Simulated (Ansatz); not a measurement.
## O-17 NMR of the central transition in SiO2

Cell: a computed structure from the Materials Project (it need not be an observed phase).

Space group P6_522 (No. 179); a = 7.3006, c = 7.0051 Å, γ = 120.00°.

```
site  Wyckoff  site symmetry       x       y       z
  Si       6b            ..2  0.5339  0.7669  0.4167
  O7       6b            ..2  0.6123  0.3877  0.0833
  O8       6a            .2.  0.0000  0.6829  0.1667
```

One atom of each set is listed.

Method: Kohn–Sham DFT in Ansatz, PBE, plane waves and PAW (field gradients read without the response of the frozen cores, which leaves them typically 4 to 6 % off), scalar-relativistic, 420 eV cutoff, Γ-centred 4×4×3 k-points, Fermi–Dirac smearing 0.02 eV.

O-17 has I = 5/2 and Q = -25.58 mb (Pyykkö 2018); at 16.4 T its Larmor frequency is ν₀ = 94.7 MHz. Only the quadrupole interaction is simulated: positions count from each site's isotropic chemical shift, and J coupling is left out, as are shift anisotropy and dipolar coupling, which fast spinning averages.

(1) Give C_Q, η, the quadrupolar product P_Q = |C_Q|(1 + η²/3)^½, the second-order isotropic shift and the breadth of the pattern (fast magic-angle spinning) for each O site.

## Answers

(1) 

```
site                 first shell  C_Q (MHz)     η  P_Q (MHz)  δ_QIS (ppm)  breadth (kHz)
  O7  2 Si at 1.60 Å, angle 176°      -6.51  0.00       6.51        -28.3           5.76
  O8  2 Si at 1.60 Å, angle 163°      -6.42  0.03       6.42        -27.6           5.66
```

δ_QIS = −(ν_Q²/30ν₀²)[I(I+1) − 3/4](1 + η²/3) × 10⁶ ppm with ν_Q = 3|C_Q|/[2I(2I−1)]; it falls as 1/B₀² in ppm, and the breadth as 1/B₀ in kHz.

At O7 and O8 V_zz points along the line of its two bonds (within 1°) in each case.
